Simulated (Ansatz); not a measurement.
**SnSe2 in Ansatz: the effect of functional**

The system is SnSe2.

```
CELL_PARAMETERS angstrom
3.88574 0.00000 0.00000
-1.94287 3.36515 0.00000
0.00000 0.00000 6.25634
ATOMIC_POSITIONS crystal
Sn 0.00000 0.00000 0.00000
Se 0.66667 0.33333 0.75100
Se 0.33333 0.66667 0.24900
```

The cell isn't the ideal one: volume scaled by 1.06.

Alike in all runs:

| Item | Value |
| --- | --- |
| Program | Ansatz 0.2.0 |
| Task | single point |
| Potentials or basis | Ansatz PAW |
| k mesh | 8 × 8 × 5 |
| Occupations | fermi-dirac, width 0.05 eV |
| Spin | no spin polarisation |

**Question.** One run gave: gap on the mesh 1.00 eV; pressure -0.6 GPa; largest force 0.02 eV/Å. Which functional did it use?
A. LDA
B. PBE
C. r2SCAN

**Answer.** C.

| functional | cutoff | gap on the mesh (eV) | pressure (GPa) | largest force (eV/Å) |
| --- | --- | --- | --- | --- |
| LDA | 420 eV (not typed: the program's choice for these potentials) | 0.59 | -2.9 | 0.03 |
| r2SCAN | 500 eV (not typed: the program's choice for these potentials) | 1.00 | -0.6 | 0.02 |
| PBE | 420 eV (not typed: the program's choice for these potentials) | 0.73 | 1.3 | 0.25 |

Caveats: odd divisions of the mesh miss points on the zone boundary, where band edges often lie, so the gap on the mesh can be too wide; spin-orbit coupling is left out, which moves the levels of the heavy elements; the PAW data sets come from PBE, with cores solved anew for the run's functional, which leaves a small shift of forces and pressure (some runs); this functional lacks dispersion, which binds the layers, so the pressure and a relaxed spacing across them are unreliable (some runs).

A k mesh can miss the band edges.
